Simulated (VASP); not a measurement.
Wanted: the native input for a VASP 6.6.1 run.

```yaml
Task: single point
Functional: PBE
Potentials_or_basis: VASP PAW PBE potentials, release 64 (Zn, S)
Cutoff: 520 eV
k_mesh: 8 × 8 × 5
Occupations: gaussian, width 0.012 eV
Spin: no spin polarisation
Further_INCAR_settings: ALGO = Fast; EDIFF = 1e-06
```

The structure of ZnS (Wurtzite-2H) lies in POSCAR:

```
ZnS
1.0
    3.8110000000      0.0000000000      0.0000000000
   -1.9055000000      3.3004228138      0.0000000000
    0.0000000000      0.0000000000      6.2340000000
Zn S
2 2
Direct
    0.6666666667      0.3333333333      0.5000000000
    0.3333333333      0.6666666667      0.0000000000
    0.6666666667      0.3333333333      0.8850000000
    0.3333333333      0.6666666667      0.3850000000
```

These files were run (other wordings do the same):

INCAR

```
SYSTEM = ZnS
PREC = Accurate ; ENCUT = 520
EDIFF = 1E-6 ; ISMEAR = 0
SIGMA = 0.012 ; LREAL = .FALSE.
LASPH = .TRUE. ; NELM = 60
ALGO = Fast ; ISIF = 2
LWAVE = .FALSE. ; LCHARG = .FALSE.
GGA = PE
```

KPOINTS

```
regular mesh
0
G
  8 8 5
  0 0 0
```

Potentials or basis: VASP PAW PBE potentials, release 64 (Zn, S).

Command:

```bash
$ cat potpaw_PBE.64/Zn/POTCAR potpaw_PBE.64/S/POTCAR > POTCAR
$ mpirun -np 1 vasp_std > vasp.out
```

Results of the run:

```
Pressure               : 2.2 GPa
Largest force          : 0.323 eV/Å
Band gap on the k mesh : 2.25 eV, direct
```

It took 29 s on 1 thread of AMD EPYC 9R45 (Zen 5), with other jobs on the host, peak memory 0.17 GiB.
